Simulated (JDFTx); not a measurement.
**Er under changes of volume**

One of the cells (30.953 Å³/atom); the others are scaled copies at fixed shape and fractional positions:

```xyz
1
Lattice="-1.9779 1.9779 1.9779 1.9779 -1.9779 1.9779 1.9779 1.9779 -1.9779" Properties=species:S:1:pos:R:3 pbc="T T T"
Er    0.0000    0.0000    0.0000
```

This isn't the form of Er at room conditions, which is hcp.

- Program: JDFTx 1.7.0 (patched build)
- Functional: PBE
- Potentials or basis: PseudoDojo-SR-PBE-0.4 3+ lanthanide files with smoothed tails
- Cutoff: 789 eV
- Density cutoff: 3157 eV
- k mesh: 9 × 9 × 9
- Occupations: fermi-dirac, width 0.05 eV
- Spin: no spin polarisation

```csv
volume (Å³/atom),energy over the lowest point (meV/atom),pressure (GPa)
29.096,10.67,2.4
29.715,3.69,1.4
30.334,0.26,0.5
30.953,0.00,-0.3
31.572,?,?
32.191,7.90,-1.7
32.810,15.63,-2.3
```

Task: What does the run at 31.572 Å³/atom give?

Result: Energy over the lowest point 2.64 meV/atom; pressure -1.0 GPa.

Worked out: A Birch-Murnaghan fit of order 3 (a polynomial in V^(-2/3)) to the other rows has its minimum at 30.70 Å³/atom with B0 = V·E''(V) = 39 GPa and B' = 3.6. It gives 2.63 meV/atom at 31.572 Å³/atom, against the run's 2.64, and -dE/dV = -1.0 GPa, against -1.0.

Energies are extrapolated to zero smearing.
